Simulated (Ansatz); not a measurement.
Reactions of CH₅ClSSi (`C[SiH](S)Cl`).

Computed with Ansatz on PBE0-D4/def2-TZVP structures; ΔE is electronic, products minus reactants. CCSD(T)/CBS is the MP2 limit (def2-TZVPP, def2-QZVPP) plus CCSD(T) − MP2 in def2-TZVPP, frozen cores. This one scheme is used for every species. Functionals use def2-TZVPP. Open shells (•) are unrestricted, without spin–orbit coupling. Each species was taken in one conformer, which may not be the lowest.

```csv
reaction,B2PLYP (kJ/mol)
`C[SiH](S)Cl` + `O[SiH](O)S[SiH2]Cl` → `C[Si](O)(S)Cl` + `O[SiH2]S[SiH2]Cl`,-1
`C[SiH](S)Cl` + `F[C](F)F`• → `C[SiH]([S])Cl`• + `FC(F)F`,-78
`C[SiH](S)Cl` + `CCCC=O` → `C[Si](S)(Cl)C=O` + `CCC`,8
`C[SiH](S)Cl` + `N[SiH2]CCl` → `CN[SiH2]CCl` + `S[SiH2]Cl`,91
`C[SiH](S)Cl` + `NCCN` → `CNCCN` + `S[SiH2]Cl`,74
`C[SiH](S)Cl` + HCl → `S[SiH](Cl)Cl` + CH₄,-95
`C[SiH](S)Cl` + `[NH2][AlH2]` → `C[SiH](Cl)[NH][AlH2]` + H₂S,-8
```

(1) Give the CCSD(T)/CBS values in the same order. (Estimate.)

Largest T1 diagnostic: 0.014, for `F[C](F)F`•.

Answers

(1) Computed: -2, -81, 8, 94, 78, -92, -9 kJ/mol.
